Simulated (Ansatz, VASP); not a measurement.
## SnO2: VASP beside Ansatz

Contents of INCAR:

```
SYSTEM = SnO2
PREC = Accurate
ENCUT = 520
EDIFF = 1E-7
ISMEAR = -1
SIGMA = 0.05
LREAL = .False.
LASPH = .True.
NELM = 100
ALGO = Normal
ISIF = 2
LWAVE = .False.
LCHARG = .False.
GGA = PE
NBANDS = 35
```

File KPOINTS:

```
Automatic mesh
0
Gamma
  6 6 8
  0 0 0
```

Contents of POSCAR:

```
SnO2
1.0
    4.8510112781      0.0000000000      0.0000000000
    0.0000000000      4.9306233178      0.0000000000
    0.0000000000      0.0000000000      3.2835462855
Sn O
2 4
Direct
    0.0000000000      0.0000000000      0.0000000000
    0.5000000000      0.5000000000      0.5000000000
    0.7081450000      0.6789580000      0.0000000000
    0.2081450000      0.8210420000      0.5000000000
    0.7918550000      0.1789580000      0.5000000000
    0.2918550000      0.3210420000      0.0000000000
```

input.yaml

```yaml
crystal:
  lattice:
    - [4.8510112781, 0.0, 0.0]
    - [0.0, 4.9306233178, 0.0]
    - [0.0, 0.0, 3.2835462855]
  atoms:
    - { symbol: Sn, position: [0.0, 0.0, 0.0] }
    - { symbol: Sn, position: [0.5, 0.5, 0.5] }
    - { symbol: O, position: [0.708145, 0.678958, 0.0] }
    - { symbol: O, position: [0.208145, 0.821042, 0.5] }
    - { symbol: O, position: [0.791855, 0.178958, 0.5] }
    - { symbol: O, position: [0.291855, 0.321042, 0.0] }
hamiltonian:
  xc: pbe
  pseudopotentials: { kind: paw }
kpoints:
  mp_grid: { grid: [6, 6, 8] }
scf:
  occupations: { method: fermi_dirac, width: 0.05 }
output:
  forces: true
  stress: true
  eigenvalues: true
```

Change from the starting cell: volume scaled by 1.04.

Alike in both runs: task single point; functional PBE; k mesh 6 × 6 × 8; occupations fermi-dirac, width 0.05 eV; no spin polarisation.

|  | VASP | Ansatz |
| --- | --- | --- |
| version | VASP 6.6.1 | Ansatz 0.2.0 |
| potentials or method | VASP PAW PBE potentials, release 64 (Sn_d, O) | Ansatz PAW |
| plane-wave cutoff (eV) | 520 | 420 |
| valence electrons in the cell | 52 | 52 |

Ansatz gave:

- gap on the k mesh at the Fermi level (eV): 0.48
- least direct gap on the mesh (eV): 0.51
- pressure (GPa): -6.9
- largest component of the traceless stress (GPa): 1.49
- rms of the force components (eV/Å): 0.081

**Question.** What did VASP give for the same quantities?

**Answer.** gap on the k mesh at the Fermi level (eV): 0.47; least direct gap on the mesh (eV): 0.50; pressure (GPa): -6.4; largest component of the traceless stress (GPa): 1.32; rms of the force components (eV/Å): 0.074.

Atom by atom the forces differ by 0.007 eV/Å (rms over components).

Caveats: spin-orbit coupling is left out, which moves the levels of the heavy elements; the pressure holds a Pulay correction of +0.8 GPa for the finite cutoff (Ansatz). A k mesh can miss the band edges.
